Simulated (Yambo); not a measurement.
# TePb (Fm-3m) in Yambo: notebook

One crystal, TePb, is run at these levels: PBEsol; tasks: optical spectrum, optical spectrum by the Bethe-Salpeter equation.

Program: Yambo 5.3.0. These are calculated values, not measurements. Logs are shortened: lines on timing, memory, paths and dates and some standing lists are left out, and cuts for length are marked.

**Measured values to compare with.**

A printed reference work, monograph reports, for a bulk crystal of TePb at 4.2 K: band gap 0.19 eV (direct).

The results are compared with them further down.

## Step 1: Starting point

Symmetry: Fm-3m, No. 225, cubic system. Conventional cell: a = 6.462 Å, b = 6.462 Å, c = 6.462 Å, α = 90.00°, β = 90.00°, γ = 90.00°. Around Pb (site symmetry m-3m) lie 6 Te at 3.23 Å. Around Te (site symmetry m-3m) lie 6 Pb at 3.23 Å.

## Step 2: Optical spectrum, PBEsol

optics0.in

```
optics
chi
Chimod= "IP"
% BndsRnXd
 1 | 40 |
%
% LongDrXd
 1 | 0 | 0 |
%
% QpntsRXd
 1 | 1 |
%
% EnRngeXd
 0 | 20 | eV
%
% DmRngeXd
 0.1 | 0.1 | eV
%
ETStpsXd= 200
```

scf.in

```
&CONTROL
  calculation = 'scf'
  prefix = 'pwscf'
  outdir = './tmp'
  pseudo_dir = './pseudo'
/
&SYSTEM
  ibrav = 0
  nat = 2
  ntyp = 2
  ecutwfc = 80
  nbnd = 22
  occupations = 'smearing'
  smearing = 'fd'
  degauss = 0.00367493
  force_symmorphic = .true.
/
&ELECTRONS
  conv_thr = 4d-10
  electron_maxstep = 120
  mixing_beta = 0.5
/
ATOMIC_SPECIES
Pb   207.2000 Pb.upf
Te   127.6000 Te.upf
CELL_PARAMETERS angstrom
   0.0000000000    3.2310000000    3.2310000000
   3.2310000000    0.0000000000    3.2310000000
   3.2310000000    3.2310000000    0.0000000000
ATOMIC_POSITIONS crystal
Pb     0.0000000000    0.0000000000    0.0000000000
Te     0.5000000000    0.5000000000    0.5000000000
K_POINTS automatic
10 10 10 0 0 0
```

nscf.in

```
&CONTROL
  calculation = 'nscf'
  prefix = 'pwscf'
  outdir = './tmp'
  pseudo_dir = './pseudo'
/
&SYSTEM
  ibrav = 0
  nat = 2
  ntyp = 2
  ecutwfc = 80
  nbnd = 45
  occupations = 'fixed'
  force_symmorphic = .true.
/
&ELECTRONS
  conv_thr = 1d-08
  diago_full_acc = .true.
  diago_thr_init = 1d-06
/
ATOMIC_SPECIES
Pb   207.2000 Pb.upf
Te   127.6000 Te.upf
CELL_PARAMETERS angstrom
   0.0000000000    3.2310000000    3.2310000000
   3.2310000000    0.0000000000    3.2310000000
   3.2310000000    3.2310000000    0.0000000000
ATOMIC_POSITIONS crystal
Pb     0.0000000000    0.0000000000    0.0000000000
Te     0.5000000000    0.5000000000    0.5000000000
K_POINTS automatic
10 10 10 0 0 0
```

Potentials or basis: PseudoDojo 0.4.1 SR PBEsol standard.

Started as:

```sh
$ OMP_NUM_THREADS=1 pw.x -in scf.in > scf.out
$ OMP_NUM_THREADS=1 pw.x -in nscf.in > nscf.out
$ cd tmp/pwscf.save; p2y; mv SAVE ../..; cd ../..
$ OMP_NUM_THREADS=1 yambo
$ OMP_NUM_THREADS=1 yambo -F optics0.in -J optics0 -C optics0_out
```

Yambo's report:

```text
[... sections 02.01 to 02.04 as in the set-up run ...]

  [02.05] Energies & Occupations
  ==============================

  [X] === General ===
  [X] Electronic Temperature                        :  0.000000  0.000000 [eV K]
  [X] Bosonic    Temperature                        :  0.000000  0.000000 [eV K]
  [X] Finite Temperature mode                       : no
  [X] El. density                                   :  0.44471E+24 [cm-3]
  [X] Fermi Level                                   :  8.866102 [eV]

  [X] === Gaps and Widths ===
  [X] Conduction Band Min                           :  0.670570 [eV]
  [X] Valence Band Max                              :  0.000000 [eV]
  [X] Filled Bands                                  :  15
  [X] Empty Bands                                   :   16   45
  [X] Direct Gap                                    :  0.670570 [eV]
  [X] Direct Gap localized at k                     :   6
  [X] Indirect Gap                                  :  0.670570 [eV]
  [X] Indirect Gap between kpts                     :   6   6
  [X] Last valence band width                       :  2.794933 [eV]
  [X] 1st conduction band width                     :  3.413221 [eV]

 [03] Transferred momenta grid and indexing
 ==========================================

 IBZ Q-points                                      :   47
 BZ  Q-points                                      :  1000

 K/Q-points units:
 rlu = crystal or reduced units; cc = cartesian coordinates; iku = interal k-units

 Q [ 1]         [rlu]:  0.000000  0.000000  0.000000
 Q [ 2]         [rlu]:  0.20115E-17  0.89504E-17  0.10000
 Q [ 3]         [rlu]:  0.32391E-17  0.17117E-16  0.20000
 Q [ 4]         [rlu]:  0.12778E-16  0.12778E-16  0.30000
 Q [ 5]         [rlu]:  0.88302E-17  0.36586E-16  0.40000
 Q [ 6]         [rlu]: -0.25308E-17 -0.25308E-17 -0.50000
 Q [ 7]         [rlu]:  0.28953E-17  0.10000      0.10000
 Q [ 8]         [rlu]: -0.55154E-17  0.10000      0.20000
 Q [ 9]         [rlu]: -0.10247E-16  0.10000      0.30000
 Q [10]         [rlu]:  0.39749E-16  0.10000      0.40000
 Q [11]         [rlu]: -0.22845E-16  0.10000      0.50000
 Q [12]         [rlu]: -0.25308E-17  0.10000     -0.40000
 Q [13]         [rlu]: -0.96142E-17  0.10000     -0.30000
 Q [14]         [rlu]: -0.12778E-16  0.10000     -0.20000
 Q [15]         [rlu]: -0.17117E-16  0.10000     -0.10000
[... 30 lines left out ...]
 Q [46]         [rlu]:  0.200000  0.400000 -0.300000
 Q [47]         [rlu]:  0.200000 -0.500000 -0.300000

 [WARNING] [Xd] User bands 1-40 break level degeneracy

 [04] Dipoles
 ============

  [04.01] Setup: observables and procedures
  =========================================

  [WF-Oscillators/G space/Transverse up loader] Normalization (few states)  min/max  :  0.11821E-17   1.0000

  [WR./optics0//ndb.dipoles]------------------------------------------------------
   Brillouin Zone Q/K grids (IBZ/BZ)                :    47  1000    47  1000
   RL vectors                                       :   6855 [WF]
   Fragmentation                                    : yes
   Electronic Temperature                           :  0.000000 [K]
   Bosonic    Temperature                           :  0.000000 [K]
   DIP band range                                   :    1   40
   DIP band range limits                            :  15  16
   DIP e/h energy range                             : -1.000000 -1.000000 [eV]
   RL vectors in the sum                            :   6855
   [r,Vnl] included                                 : yes
   Bands ordered                                    : yes
   Direct v evaluation                              : no
   Approach used                                    : G-space v
   Dipoles computed                                 : R V P [G-space]
   Wavefunctions                                    : Perdew, Burke & Ernzerhof SOL(X)+Perdew, Burke & Ernzerhof SOL(C)

  [WARNING] [r,Vnl^pseudo] included in position and velocity dipoles.

  [WARNING] In case H contains other non local terms, these are neglected

 [05] Optics
 ===========

 [X-CG] R(p) Tot o/o(of R):    12861   375000      100
```

It took 2.9 min on 1 thread of Arm Neoverse V2, shared host; peak memory 0.29 GiB.

What came out:

```yaml
Band_gap_on_the_k_mesh_mean-field_level: 0.67 eV, direct
Absorption_peak: 1.91 eV
Electronic_dielectric_constant_along_the_field: 30.93
```

Dielectric function (along the field direction of the input):
| energy (eV) | real part | imaginary part |
| --- | --- | --- |
| 0.30 | 31.75 | 1.72 |
| 1.31 | 46.13 | 22.43 |
| 2.31 | -24.04 | 36.10 |
| 3.32 | -13.57 | 7.96 |
| 4.42 | -4.05 | 3.33 |
| 5.43 | -0.71 | 3.10 |
| 6.43 | -0.11 | 3.84 |
| 7.54 | -2.42 | 2.63 |
| 8.54 | -1.39 | 2.17 |
| 9.55 | -1.11 | 2.04 |
| 10.65 | -0.97 | 1.00 |
| 11.66 | -0.59 | 0.71 |
| 12.66 | -0.31 | 0.57 |
| 13.77 | -0.16 | 0.43 |
| 14.77 | 0.06 | 0.37 |
| 15.78 | 0.31 | 0.29 |
| 16.88 | 0.53 | 0.25 |
| 17.89 | 1.00 | 0.53 |
| 18.89 | 0.57 | 0.66 |
| 20.00 | 0.60 | 0.40 |

Caveat: independent-particle spectra lack excitons; spin-orbit coupling is left out, which as a rule narrows the gap of such compounds by several tenths of an eV.

## Step 3: Optical spectrum, PBEsol

optics1.in

```
optics
chi
Chimod= "HARTREE"
% BndsRnXd
 1 | 40 |
%
NGsBlkXd= 3 Ry
% LongDrXd
 1 | 0 | 0 |
%
% QpntsRXd
 1 | 1 |
%
% EnRngeXd
 0 | 20 | eV
%
% DmRngeXd
 0.1 | 0.1 | eV
%
ETStpsXd= 200
```

scf.in is that of step 2.

nscf.in is that of step 2.

Potentials or basis: PseudoDojo 0.4.1 SR PBEsol standard.

Started as:

```sh
$ OMP_NUM_THREADS=1 pw.x -in scf.in > scf.out
$ OMP_NUM_THREADS=1 pw.x -in nscf.in > nscf.out
$ cd tmp/pwscf.save; p2y; mv SAVE ../..; cd ../..
$ OMP_NUM_THREADS=1 yambo
$ OMP_NUM_THREADS=1 yambo -F optics1.in -J optics1 -C optics1_out
```

Yambo's report:

```text
[... sections 02.01 to 02.04 as in the set-up run ...]

  [02.05] Energies & Occupations
  ==============================

  [X] === General ===
  [X] Electronic Temperature                        :  0.000000  0.000000 [eV K]
  [X] Bosonic    Temperature                        :  0.000000  0.000000 [eV K]
  [X] Finite Temperature mode                       : no
  [X] El. density                                   :  0.44471E+24 [cm-3]
  [X] Fermi Level                                   :  8.866102 [eV]

  [X] === Gaps and Widths ===
  [X] Conduction Band Min                           :  0.670570 [eV]
  [X] Valence Band Max                              :  0.000000 [eV]
  [X] Filled Bands                                  :  15
  [X] Empty Bands                                   :   16   45
  [X] Direct Gap                                    :  0.670570 [eV]
  [X] Direct Gap localized at k                     :   6
  [X] Indirect Gap                                  :  0.670570 [eV]
  [X] Indirect Gap between kpts                     :   6   6
  [X] Last valence band width                       :  2.794933 [eV]
  [X] 1st conduction band width                     :  3.413221 [eV]

 [03] Transferred momenta grid and indexing
 ==========================================

 IBZ Q-points                                      :   47
 BZ  Q-points                                      :  1000

 K/Q-points units:
 rlu = crystal or reduced units; cc = cartesian coordinates; iku = interal k-units

 Q [ 1]         [rlu]:  0.000000  0.000000  0.000000
 Q [ 2]         [rlu]:  0.20115E-17  0.89504E-17  0.10000
 Q [ 3]         [rlu]:  0.32391E-17  0.17117E-16  0.20000
 Q [ 4]         [rlu]:  0.12778E-16  0.12778E-16  0.30000
 Q [ 5]         [rlu]:  0.88302E-17  0.36586E-16  0.40000
 Q [ 6]         [rlu]: -0.25308E-17 -0.25308E-17 -0.50000
 Q [ 7]         [rlu]:  0.28953E-17  0.10000      0.10000
 Q [ 8]         [rlu]: -0.55154E-17  0.10000      0.20000
 Q [ 9]         [rlu]: -0.10247E-16  0.10000      0.30000
 Q [10]         [rlu]:  0.39749E-16  0.10000      0.40000
 Q [11]         [rlu]: -0.22845E-16  0.10000      0.50000
 Q [12]         [rlu]: -0.25308E-17  0.10000     -0.40000
 Q [13]         [rlu]: -0.96142E-17  0.10000     -0.30000
 Q [14]         [rlu]: -0.12778E-16  0.10000     -0.20000
 Q [15]         [rlu]: -0.17117E-16  0.10000     -0.10000
[... 30 lines left out ...]
 Q [46]         [rlu]:  0.200000  0.400000 -0.300000
 Q [47]         [rlu]:  0.200000 -0.500000 -0.300000

 [WARNING] [Xd] User bands 1-40 break level degeneracy

 [04] Dipoles
 ============

  [04.01] Setup: observables and procedures
  =========================================

  [WF-Oscillators/G space/Transverse up loader] Normalization (few states)  min/max  :  0.11821E-17   1.0000

  [WR./optics1//ndb.dipoles]------------------------------------------------------
   Brillouin Zone Q/K grids (IBZ/BZ)                :    47  1000    47  1000
   RL vectors                                       :   6855 [WF]
   Fragmentation                                    : yes
   Electronic Temperature                           :  0.000000 [K]
   Bosonic    Temperature                           :  0.000000 [K]
   DIP band range                                   :    1   40
   DIP band range limits                            :  15  16
   DIP e/h energy range                             : -1.000000 -1.000000 [eV]
   RL vectors in the sum                            :   6855
   [r,Vnl] included                                 : yes
   Bands ordered                                    : yes
   Direct v evaluation                              : no
   Approach used                                    : G-space v
   Dipoles computed                                 : R V P [G-space]
   Wavefunctions                                    : Perdew, Burke & Ernzerhof SOL(X)+Perdew, Burke & Ernzerhof SOL(C)

  [WARNING] [r,Vnl^pseudo] included in position and velocity dipoles.

  [WARNING] In case H contains other non local terms, these are neglected

 [05] Optics
 ===========

 [X-CG] R(p) Tot o/o(of R):    12861   375000      100
```

o-optics1.eps_q1_inv_rpa_dyson:

```text
# Absorption @ Q(1):   1.00000000      0.00000000      0.00000000    [q->0 direction]
#
# [ X ] Hartree size                              :   59
# [GEN] GF Energies                               : Perdew, Burke & Ernzerhof SOL(X)+Perdew, Burke & Ernzerhof SOL(C)
# [GEN] Green`s Function                          : T-ordered
#
# [GEN] Gauge                                     : Length
# [GEN] [r,Vnl] included                          : yes
#
#    E[1] [eV]          Im(eps)            Re(eps)            Im(eps_o)          Re(eps_o)
#
        0.000000           1.365937           28.35495           1.544342           30.92793
        0.100503           1.381678           28.43465           1.561892           31.01639
        0.201005           1.431256           28.67818           1.617086           31.28664
        0.301508           1.523350           29.09984           1.719265           31.75441
        0.402010           1.680754           29.72698           1.892742           32.44962
        0.502513           1.972214           30.59868           2.210141           33.41518
[... 192 lines left out ...]
        19.89950           0.336762           0.584355           0.409602           0.481542
        20.00000           0.286096           0.630561           0.400527           0.600675
#
```

Run time: 3.2 min. Hardware: 1 thread of Arm Neoverse V2, shared host; peak memory 0.85 GiB.

Results:

```yaml
Band_gap_on_the_k_mesh_mean-field_level: 0.67 eV, direct
Absorption_peak: 2.01 eV
Electronic_dielectric_constant_along_the_field: 28.35
Electronic_dielectric_constant_along_the_field_independent_particles: 30.93
```

Dielectric function (along the field direction of the input):
```tsv
energy (eV)	real part	imaginary part
0.30	29.10	1.52
0.80	33.71	3.07
1.31	41.74	20.16
1.81	41.39	55.27
2.31	-20.97	35.81
2.81	-16.97	17.49
3.32	-13.58	8.43
3.82	-8.27	6.41
4.32	-4.47	2.83
4.82	-3.40	2.16
5.33	-1.40	2.64
5.83	-0.93	3.11
6.33	-1.46	2.83
6.83	-1.17	4.05
7.34	-2.17	3.80
7.84	-2.05	2.33
8.34	-1.33	1.71
8.84	-1.46	1.29
9.35	-0.58	1.37
9.85	-0.88	1.27
10.35	-0.62	1.32
10.85	-0.53	0.87
11.36	-0.37	0.74
11.86	-0.33	0.70
12.36	-0.13	0.57
12.86	-0.08	0.51
13.37	0.01	0.49
13.87	0.01	0.39
14.37	0.21	0.27
14.87	0.21	0.31
15.38	0.40	0.26
15.88	0.46	0.26
16.38	0.51	0.31
16.88	0.57	0.35
17.39	0.59	0.31
17.89	0.69	0.40
18.39	0.63	0.44
18.89	0.67	0.37
19.40	0.64	0.37
20.00	0.63	0.29
```

Caveat: these spectra lack excitons; spin-orbit coupling is left out, which as a rule narrows the gap of such compounds by several tenths of an eV.

(Part 1 of 3 ends here.)
